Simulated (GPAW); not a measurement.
# Magnetic state of linear Cr chain, spacing 2.497 A from several starts, part 2 of 2

Wanted: the moments of linear Cr chain, spacing 2.497 A and the energy of each order that was tried.

GPAW 26.7.0; LDA; plane waves with GPAW's PAW setups, scalar-relativistic.

So far. Step 3 (Start 2: antiferro q=(0,0,1/2) +-): It lies 444 meV a seeded atom under the first start, and its largest moment is 3.68 μB against 3.84 μB. Step 4 (Run 3 (no spin polarisation)): It lies 1523 meV a seeded atom over the first start.

### Step 5. A faulty input

An input with a fault is tried, to see how the program answers.

Input file run.py:

```python
import json
import numpy as np
from ase import Atoms
from ase.parallel import paropen, parprint
from gpaw import GPAW

atoms = Atoms(['Cr'],
    cell=[[12.0, 0.0, 0.0],
         [0.0, 12.0, 0.0],
         [0.0, 0.0, 2.497]],
    scaled_positions=[[0.5, 0.5, 0.0]],
    pbc=True,
    magmoms=[2.5])
atoms.set_cell(atoms.cell * 1.8897, scale_atoms=True)
atoms.calc = GPAW(mode={'name': 'pw', 'ecut': 550},
    xc='LDA',
    kpts={'size': (1, 1, 6), 'gamma': True},
    occupations={'name': 'fermi-dirac', 'width': 0.05},
    convergence={'density': 1e-05, 'energy': 1e-05},
    maxiter=100,
    txt='run.txt')
e = atoms.get_potential_energy(force_consistent=True)
res = {'free_energy': e, 'energy_sigma0': atoms.get_potential_energy(), 'fermi_energy': atoms.calc.get_fermi_level()}
res['moments'] = atoms.get_magnetic_moments().tolist()
res['total'] = atoms.get_magnetic_moment()
parprint('site moments (muB):', np.round(res['moments'], 3))
parprint(f"total moment: {res['total']:.3f} muB")
parprint(f'free energy: {e:.6f} eV')
atoms.calc.write('run.gpw')
with paropen('results.json', 'w') as f:
    json.dump(res, f)
```

Run with:

```sh
$ OMP_NUM_THREADS=1 python3 run.py > run.log
```

Numbers of over 12 decimals in the logs are rounded to 6 here.

The program printed:

```text
site moments (muB): [4.191]
total moment: 5.999 muB
free energy: -5.127128 eV

--- run.txt ---
Input parameters:
  mode=PW(ecut=550),
  convergence={'density': 1e-05, 'energy': 1e-05},
  kpts=MonkhorstPack(size=(1, 1, 6), gamma=True),
  maxiter=100,
  occupations=Occupations(name='fermi-dirac', width=0.05),
  xc=XC(name='LDA')

Diagonalizing LCAO Hamiltonian
Converting LCAO to pw mode
               .-------------------------------------------------------.
              /|                                                       |
             / |                                                       |
            /  |                                                       |
           /   |                                                       |
          /    |                                                       |
         /     .-------------------------------------------------------.
        /     /                                                       /
       /     /                                                       /
      /     /                                                       /
     /     /                                                       /
    /     /                                                       /
   /     /                                                       /
  /     /                           Cr                          /
 *     /                                                       /
 |    /                                                       /
 |   /                                                       /
 |  /                                                       /
 | /                                                       /
 |/                                                       /
 *-------------------------------------------------------*

Atoms  # Å, Bohr magnetons
|   | symbol |         x |         y |        z |    initial magnetic moments |
|---|--------|-----------|-----------|----------|-----------------------------|
| 0 |     Cr | 11.338200 | 11.338200 | 0.000000 | ( 0.0000,  0.0000,  2.5000) |

Number of symmetries: 16

BZ-sampling:
  Number of BZ points: 6
  Number of IBZ points: 4

  Monkhorst-Pack size: [1, 1, 6]
  Monkhorst-Pack shift: [0.0, 0.0, 0.083333]

Plane wave coefficients: 71210
Cutoff: 550.0 eV

Spin-components: 2 (collinear spins)
Bands:           9
Projectors:      6
Spin-degeneracy: 1
Datatype:        complex128

Parallelization:
  kpt:    1
  domain: 1
  band:   1

Density:
  Valence electrons: 6.0
  Components: 2
  Grid points: [125 125  27]
  Charge: 0.0  # |e|

Potential:
  Grid points: [125 125  27]

[... setups left out ...]
Reference energy: -28526.683362  # eV

convergence criteria:
- Maximum integral of absolute [dens]ity change: 1e-05 electrons / valence electron
- Maximum [total energy] change in last 3 cyles: 1e-05 eV / valence electron
- Maximum integral of absolute [eigenst]ate change: 4e-08 eV^2 / valence electron
maximum number of iterations: 100

SCF iterations
|iter     |      energy | eigst |  dens |  magmom |
|---------|-------------|-------|-------|---------|
|iter:   1|       0s |   -5.989193 | +0.90 |       |  +2.4965|
|iter:   2|       6s |   -4.703867 | -0.54 | -0.06 |  +2.5718|
|iter:   3|      13s |   -5.282022 | -0.47 | -0.13 |  +4.4792|
|iter:   4|      19s |   -5.166589 | -0.62 | -0.40 |  +6.5197|
|iter:   5|      24s |   -5.141044 | -1.48 | -0.80 |  +6.4400|
|iter:   6|      30s |   -5.125771 | -0.91 | -0.89 |  +6.0997|
|iter:   7|      36s |   -5.126621 | -1.61 | -1.53 |  +6.0139|
|iter:   8|      42s |   -5.126840 | -3.64 | -2.26 |  +6.0018|
|iter:   9|      48s |   -5.126884 | -4.14 | -2.82 |  +5.9985|
|iter:  10|      54s |   -5.126942 | -4.63 | -3.36 |  +5.9989|
|iter:  11|      60s |   -5.126974 | -5.08 | -3.89 |  +5.9991|
|iter:  12|      66s |   -5.126977c| -5.56 | -3.84 |  +5.9991|
|iter:  13|      71s |   -5.126980c| -5.89 | -4.22 |  +5.9992|
|iter:  14|      77s |   -5.126982c| -6.09 | -4.53 |  +5.9993|
|iter:  15|      83s |   -5.126982c| -6.37 | -4.84 |  +5.9993|
|iter:  16|      88s |   -5.126983c| -6.79 | -4.92 |  +5.9993|
|iter:  17|      94s |   -5.126983c| -7.06 | -4.89 |  +5.9993|
|iter:  18|      99s |   -5.126982c| -7.39 | -5.42c|  +5.9993|
|iter:  19|     104s |   -5.126982c| -7.53c| -5.46c|  +5.9993|

Converged in 19 steps
Energy contributions relative to reference atoms: (reference = -28526.683362)

Energy contributions:
  Kinetic:          10.454934
  Coulomb:          -8.905020
  Zero:             -0.025911
  External:          0.000000
  Xc:               -6.650839
  Entropy:          -0.000292
  Spinorbit:         0.000000
  ----------------------------
  Free energy:      -5.127128
  Extrapolated:     -5.126982

dipole moment: (0.000125, 0.000125, -11.043888)  # |e|*Ang

Total magnetic moment: (0.000000, 0.000000, 5.999264)

Local magnetic moments
|        x |        y |        z |
|----------|----------|----------|
| 0.000000 | 0.000000 | 4.191243 |  # Cr   0

Fermi level: -3.330
Eigenvalues  # (at kpt = [0.000, 0.000, 0.000])
| band index |      eig [eV] | occ [0-1] |      eig [eV] | occ [0-1] |
|------------|---------------|-----------|---------------|-----------|
|          0 |        -5.116 |     1.000 |        -3.021 |     0.002 |
|          1 |        -3.952 |     1.000 |        -0.594 |     0.000 |
|          2 |        -3.879 |     1.000 |        -0.594 |     0.000 |
|          3 |        -3.879 |     1.000 |        -0.385 |     0.000 |
|          4 |        -3.816 |     1.000 |        -0.257 |     0.000 |
|          5 |        -3.816 |     1.000 |        -0.257 |     0.000 |
|          6 |        -1.684 |     0.000 |        -0.022 |     0.000 |
|          7 |        -1.684 |     0.000 |        -0.022 |     0.000 |
|          8 |        -0.088 |     0.000 |         0.007 |     0.000 |

Could not find a gap
```

Run time: 1.9 min. Hardware: 1 MPI rank of Arm Neoverse V2, shared host; peak memory 1.3 GiB.

Convergence was reached, yet the input spoils the result.

The fault in the input: a cell typed in bohr.

The largest moment is 4.19 μB against 3.84 μB in the first run, and the free energy lies +0.86 eV from it.

The script takes ångström, so this cell is 1.89 times too wide.

### Step 6. Energies of the orders

These are free energies at a smearing of 0.05 eV, so its entropy term is in the differences. They are divided by the number of seeded atoms, so that cells of unlike size compare. Wavevectors q in the names are fractions of the reciprocal vectors of the first run's cell.

Orders:

```tsv
start	final state	typed order kept	energy over the lowest (meV a seeded atom)	largest site moment (μB)	net moment (μB a primitive cell)	mesh matched	CPU time (s)
ferro +	ferromagnetic	yes	443.9	3.842	5	yes	26.59
antiferro q=(0,0,1/2) +-	antiferromagnetic	yes	0	3.68	0	yes	50.03
no spin polarisation	non-magnetic	-	1967	0	0	yes	13.68
```

### Step 7. Outcome

```yaml
lowest_state_found: antiferromagnetic (typed antiferro q=(0,0,1/2) +-)
largest_site_moment: 3.68 μB
next_state: ferromagnetic, 444 meV a seeded atom higher
energy_gained_by_spin_polarisation: 1967 meV a seeded atom
```

**Reading.** The lowest state found is antiferromagnetic, reached from the start antiferro q=(0,0,1/2) +-, with moments up to 3.68 μB. The next state costs 444 meV a seeded atom. Only 3 starts are shown; other collinear patterns, canted and longer-period orders are not.

[Logs and program files are shortened in this print: banners, set-up blocks, solver, clock and traceback lines can be left out without a mark of their own.]

[Logs are printed without paths, hosts, clocks, repeated set-up lines and the standing remarks that a program may print on its own settings, such as how far it seeks lower states.]

[Hosts, paths, dates, database ids (printed as entryN), source tags and the programs' standing remarks are cut or masked in the printed files.]

[Where a cell is said to come from a database of computed structures, the database is the Materials Project.]
